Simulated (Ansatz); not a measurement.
A plane-wave DFT run in Ansatz 0.2.0 (scalar-relativistic PAW potentials unless the input names others): input and command.

```yaml
crystal:
  lattice:
    - [5.33060144, 0.0, 0.0]
    - [0.0, 6.528626775, 0.0]
    - [0.0, 0.0, 24.2328725289]
  atoms:
    - { symbol: Tl, position: [0.5, 0.6956697337, 0.3183604552] }
    - { symbol: Cl, position: [0.5, 0.1587949186, 0.3149772432] }
    - { symbol: Tl, position: [0.0, 0.291538793, 0.3671491279] }
    - { symbol: Cl, position: [0.0, 0.8193254456, 0.3723647205] }
    - { symbol: Tl, position: [0.5, 0.0060508149, 0.4403420215] }
    - { symbol: Cl, position: [0.5, 0.5077836267, 0.4350818788] }
    - { symbol: Tl, position: [0.0, 0.6666670759, 0.5000011243] }
    - { symbol: Cl, position: [0.0, 0.166666747, 0.4999979728] }
    - { symbol: Tl, position: [0.5, 0.3272820257, 0.5596614461] }
    - { symbol: Cl, position: [0.5, 0.8255493571, 0.564915257] }
    - { symbol: Tl, position: [0.0, 0.0417861466, 0.6328530041] }
    - { symbol: Cl, position: [0.0, 0.5140106307, 0.6276345998] }
    - { symbol: Tl, position: [0.5, 0.637667762, 0.6816416597] }
    - { symbol: Cl, position: [0.5, 0.1745402559, 0.6850194889] }
basis:
  ecutwfc: "14.7 Ry"
kpoints:
  mp_grid: { grid: [5, 4, 1] }
hamiltonian:
  xc: pbesol
scf:
  occupations: { method: gaussian, width: 0.05 }
output:
  forces: true
  eigenvalues: true
efield:
  axis: 3
  dipole_correction: true
  ramp_width: 0.04
```

```bash
ansatz run input.yaml --threads 4 --pin off --max-ram 10240MiB --backend cpu --events-out ev --progress --plain --runs-dir out
```

Abridged log:
```
Warning: basis.ecutwfc = 200.00368890 eV is below the records' recommended 420 eV, and the density's cutoff is lower with it unless basis.ecutrho_ratio is high enough to keep the records' density cutoff: compare with a run at a higher cutoff
Pseudopotentials: kind: paw
Pseudopotential: Tl, paw, valence charge 13, recommended cutoff 420 eV (normal)
Pseudopotential: Cl, paw, valence charge 7, recommended cutoff 420 eV (normal)
Functional definition: PBEsol
Crystal: 14 atoms, lattice volume = 843.340 Å³
Basis set: ecut = 200.00368890 eV, 5429 PW (Γ), exchange–correlation on 50×64×240 points (8 copies of the dense FFT grid, shifted against one another)
Bands: 84, of which v1, the nominal top of the filled ones, is band 70 counted from 1 (69 counted from 0)
Symmetry: 2 space group operations
Space group: Pm (ITA 6), of the structure as read, at distance tolerance 9.4e-5 Å
k-points: 9 of 20 (time reversal used)
Initial density: superposition of atomic densities (neutral atoms: chi_scale 0, normalization atom), corrected by the library's trained network
Initial wavefunctions: pseudopotential atomic-orbital guess
Functional: x = pbesol(κ = 0.804, μ = 0.12345679), c = pbesol(β = 0.046)
SCF iter   1: F=—  HF=-86475.591685 eV  |F-HF|=—  |Δ(HF+E_count)|=         —  Δρ=3.28e-2  dr2=5.44e0  ethr=1.77e-3  p=0.000 e·Å  D=2.25e-5 V/Å  ΔV_dip= 0.00 eV  dr2_dipole=3.96e-10  V_vac-E_F(+/−)=4.53/4.53 eV  ⟨swp⟩=5.6  Hψ=2868  notcnv=0  defer=3
efield: sawtooth ramp at fractional position 0.9800 (placed from the atoms, in the widest stretch of the axis that holds none; the zero of the levels goes with the place), width 0.0400; the density the first Hamiltonian is built on has a dipole p = 0.000 e·Å; the dipole correction subtracts the counter field D = 2.25e-5 V/Å, which shifts the + side's vacuum level by  0.00 eV against the − side's; the planar-averaged density in the ramp window peaks in size at 4.4e-6 e/Å³
SCF iter   2: F=—  HF=-86472.751348 eV  |F-HF|=—  |Δ(HF+E_count)|=    2.84e0  Δρ=1.23e-2  dr2=5.21e-1  ethr=1.77e-3  p=0.000 e·Å  D=2.75e-5 V/Å  ΔV_dip= 0.00 eV  dr2_dipole=2.81e-9  V_vac-E_F(+/−)=4.69/4.70 eV  ⟨swp⟩=2.0  Hψ=1504  notcnv=0  defer=62
SCF iter   3: F=—  HF=-86472.531258 eV  |F-HF|=—  |Δ(HF+E_count)|=   2.20e-1  Δρ=2.30e-3  dr2=2.06e-2  ethr=3.72e-4  p=0.000 e·Å  D=4.11e-5 V/Å  ΔV_dip= 0.00 eV  dr2_dipole=4.40e-9  V_vac-E_F(+/−)=4.69/4.69 eV  ⟨swp⟩=2.0  Hψ=1325  notcnv=0  defer=62
SCF iter   4: F=—  HF=-86472.538882 eV  |F-HF|=—  |Δ(HF+E_count)|=   7.62e-3  Δρ=2.68e-4  dr2=1.63e-3  ethr=1.47e-5  p=0.000 e·Å  D=1.89e-5 V/Å  ΔV_dip= 0.00 eV  dr2_dipole=1.97e-8  V_vac-E_F(+/−)=4.68/4.68 eV  ⟨swp⟩=2.0  Hψ=946  notcnv=0  defer=62
SCF iter   5: F=—  HF=-86472.538524 eV  |F-HF|=—  |Δ(HF+E_count)|=   3.59e-4  Δρ=5.09e-5  dr2=3.56e-5  ethr=1.16e-6  p=0.000 e·Å  D=3.55e-5 V/Å  ΔV_dip= 0.00 eV  dr2_dipole=7.10e-10  V_vac-E_F(+/−)=4.66/4.66 eV  ⟨swp⟩=2.0  Hψ=1250  notcnv=0  defer=62
SCF iter   6: F=—  HF=-86472.538567 eV  |F-HF|=—  |Δ(HF+E_count)|=   4.33e-5  Δρ=1.60e-5  dr2=4.78e-6  ethr=2.54e-8  p=0.000 e·Å  D=3.15e-5 V/Å  ΔV_dip= 0.00 eV  dr2_dipole=4.36e-10  V_vac-E_F(+/−)=4.66/4.66 eV  ⟨swp⟩=2.0  Hψ=1341  notcnv=0  defer=62
SCF iter   7: F=—  HF=-86472.538568 eV  |F-HF|=—  |Δ(HF+E_count)|=   6.54e-7  Δρ=6.22e-6  dr2=2.65e-7  ethr=3.42e-9  p=0.000 e·Å  D=3.41e-5 V/Å  ΔV_dip= 0.00 eV  dr2_dipole=9.35e-11  V_vac-E_F(+/−)=4.66/4.66 eV  ⟨swp⟩=3.0  Hψ=1324  notcnv=0  defer=62
SCF iter   8: F=-86472.538568 eV  HF=-86472.538568 eV  |F-HF|=4.95e-9  |Δ(HF+E_count)|=   2.83e-7  Δρ=1.76e-6  dr2=3.75e-8  ethr=7.14e-11  p=0.000 e·Å  D=3.18e-5 V/Å  ΔV_dip= 0.00 eV  dr2_dipole=1.37e-10  V_vac-E_F(+/−)=4.66/4.66 eV  ⟨swp⟩=11.4  Hψ=3423  notcnv=0
WARN: efield: at this solve's end the planar-averaged density reaches 1.76e-5 e/Å³ inside the ramp window [0.9387, 0.0613] (bound 1e-5 e/Å³), and 1.10e-5 e/Å³ on another of its planes; the window's nearer edge stands 6.15 Å from this solve's nearest atom along the axis. Its work functions, free energy, forces, stress, dipole, levels and responses can be off, and this figure does not tell by how much. A short vacuum, a low `basis.ecutwfc` or `basis.ecutrho_ratio` and negative occupations (`scf.occupations.method`) can put density there. See the manual's quickstart, § The vacuum guard
SCF 1 converged in 8 iterations: F = -86472.538568 eV  dr2 = 3.75e-8
SCF converged after 8 iterations
Free energy (F): -86472.538568 eV
Harris-Foulkes:  -86472.538568 eV  (|F-HF|=4.95e-9)
Internal energy: -86472.538568 eV  (E = F + TS)
E sigma→0 (E₀):  -86472.538568 eV
Fermi energy:    0.421447 eV
Dipole field:    D = 0.000039 V/Å  (p = 0.000184 e·Å, saw-weighted, corrected)
Work function:   Φ+ = 4.6561 eV   Φ− = 4.6576 eV
Levels:          The Fermi level and band energies are counted from a zero that moves with the ramp; work functions are not
Vacuum region:   at the solve's end the planar-averaged density reaches 1.76e-5 e/Å³ inside the ramp window [0.9387, 0.0613] (bound 1e-5 e/Å³), and 1.10e-5 e/Å³ on another of its planes
--- Forces (eV/Å), atoms counted from 1 ---
  atom   1  Tl     0.00000000    -0.06179460    -0.07077444
  atom   2  Cl     0.00000000     0.05901122    -0.03293445
  atom   3  Tl     0.00000000     0.07222630     0.11649863
  atom   4  Cl     0.00000000    -0.03882292     0.10166854
  atom   5  Tl     0.00000000    -0.01916544    -0.03493088
  atom   6  Cl     0.00000000    -0.04358173     0.09192786
  atom   7  Tl     0.00000000    -0.00002880    -0.00023620
  atom   8  Cl     0.00000000     0.00003169     0.00026569
  atom   9  Tl     0.00000000     0.01919911     0.03440658
  atom  10  Cl     0.00000000     0.04354574    -0.09142904
  atom  11  Tl     0.00000000    -0.07217163    -0.11675692
  atom  12  Cl     0.00000000     0.03877025    -0.10141845
  atom  13  Tl     0.00000000     0.06179365     0.07049817
  atom  14  Cl     0.00000000    -0.05901033     0.03323786
```

Apart from outputs and empty bands, the input differs from a reference run on usual settings in basis.ecutwfc: 420 → "14.7 Ry" (200 eV). The reference, at the same geometry (not necessarily relaxed), gave largest force 0.014 eV/Å, gap on the mesh 2.30 eV. This run converged in 8 SCF iterations with an energy at zero smearing 2501 meV/atom above the reference's, largest force 0.137 eV/Å, gap on the mesh 2.44 eV. Its cutoff is too loose for a converged result.

Spin-orbit coupling is left out, which matters for the bands of heavy elements.

The run took 7.2 s on 4 threads of Arm Neoverse V1, with other jobs on the host, peak memory 0.77 GiB.
